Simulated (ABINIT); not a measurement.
Wanted: the native input for an ABINIT 10.8.3 (patched build) run.

| Quantity | Value |
| --- | --- |
| Task | equation of state |
| Functional | BP86 |
| Dispersion | D3(BJ) |
| Potentials or basis | JTH PAW PBE v2.0 |
| Cutoff | 680 eV |
| k mesh | 13 × 13 × 13 |
| Occupations | fermi-dirac, width 0.05 eV |
| Spin | no spin polarisation |
| Fine-grid cutoff | 1278.94 eV |
| Exchange and correlation inside the PAW spheres | full angular mesh (pawxcdev 0, this build's default; the released program takes 1) |

BN:

```xyz
2
Lattice="0.0000 1.8130 1.8130 1.8130 0.0000 1.8130 1.8130 1.8130 0.0000" Properties=species:S:1:pos:R:3 pbc="T T T"
N     0.9065    0.9065    0.9065
B     0.0000    0.0000    0.0000
```

The cell is a database's computed one.

One way to write it, as run:

run.abi

```
# Datasets: one volume each
ndtset 7
getwfk -1
scalecart1 3*0.9795861087
scalecart2 3*0.9864848297
scalecart3 3*0.9932883884
scalecart4 3*1.0000000000
scalecart5 3*1.0066227096
scalecart6 3*1.0131594038
scalecart7 3*1.0196128224

# Pseudopotentials
pp_dirpath "./"
pseudos "N.GGA_PBE-JTH.xml, B.GGA_PBE-JTH.xml"

# Structure
acell 4.8452022309 4.8452022309 4.8452022309
rprim
     0.0000000000     0.7071067812     0.7071067812
     0.7071067812     0.0000000000     0.7071067812
     0.7071067812     0.7071067812     0.0000000000
ntypat 2
znucl 7 5
natom 2
typat 1 2
xred
     0.2500000000     0.2500000000     0.2500000000
     0.0000000000     0.0000000000     0.0000000000

# Plane-wave basis
ecut 25.0
pawecutdg 47.0

# k points
kptopt 1
ngkpt 13 13 13
nshiftk 1
shiftk 0.0 0.0 0.0

# Exchange and correlation
ixc -106132
vdw_xc 7

# Bands and occupations
nband 8
occopt 3
tsmear 0.05 eV

# SCF cycle
nstep 100
tolvrs 1.0e-9

# Output
iomode 3
prtwf 1
prtden 0
prteig 0
prtebands 0
enunit 1
```

Potentials or basis: JTH PAW PBE v2.0.

Launch:

```sh
$ abinit run.abi > log 2>&1
```

Results of the run:

* Equilibrium volume: 5.83 Å³/atom
* Bulk modulus: 384 GPa
* Pressure derivative of the bulk modulus: 3.9

Caveat: the cutoff is too short for stress, so the log's stress isn't used; pressures at fixed basis lie under the slope of the energies; the PAW data sets were made with another functional, which shifts forces and pressure a little; the atomic spheres overlap.

Wall time 59 s on 1 thread of Arm Neoverse V2, on a shared host, peak memory 0.12 GiB.
